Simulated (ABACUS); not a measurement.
InP, 2 atoms in the cell. It takes space group F-43m (No. 216, cubic). The conventional cell has a = 5.861 Å, b = 5.861 Å, c = 5.861 Å, α = 90.00°, β = 90.00°, γ = 90.00°. In (site symmetry -43m) has 4 P at 2.54 Å as nearest neighbours. P (site symmetry -43m) has 4 In at 2.54 Å as nearest neighbours. 

* Program: ABACUS 3.10.1
* Task: band structure
* Functional: TM
* Potentials or basis: SG15 ONCV 1.2 PBE
* Cutoff: 1116 eV
* Density cutoff: 4463 eV
* Basis: plane waves
* Occupations: fermi-dirac, width 0.05 eV
* Spin: no spin polarisation
* Radial cutoff of the potentials (pseudo_rcut): 10 bohr
* Threshold of the eigensolver: 1e-07 Ry
* Density: read from an earlier self-consistent run
* Path: G-X-W-K-G-L-U-W-L-K, U-X
* Points for each segment of the path: 10
* SCF threshold on the density: 1e-08
* Max SCF steps: 100
* Eigensolver: dav
* Mixing: broyden
* Mixing share: 0.7
* Symmetry key: -1
* Bands: 19

Potentials or basis: SG15 ONCV 1.2 PBE, plane waves.

Launch:

```sh
$ OMP_NUM_THREADS=1 mpirun -np 4 abacus > log
```

Hardware: 4 MPI ranks on Intel(R) Xeon(R) Platinum 8259CL CPU @ 2.50GHz (Skylake/Cascade Lake) (shared host).

Task: Estimate the wall time of this run.

Result: Run time: 84 s on 4 MPI ranks on Intel(R) Xeon(R) Platinum 8259CL CPU @ 2.50GHz (Skylake/Cascade Lake), on a shared host, peak memory 0.48 GiB a rank. Counts: scf iterations 1, k points 102, bands 19, ranks 4.
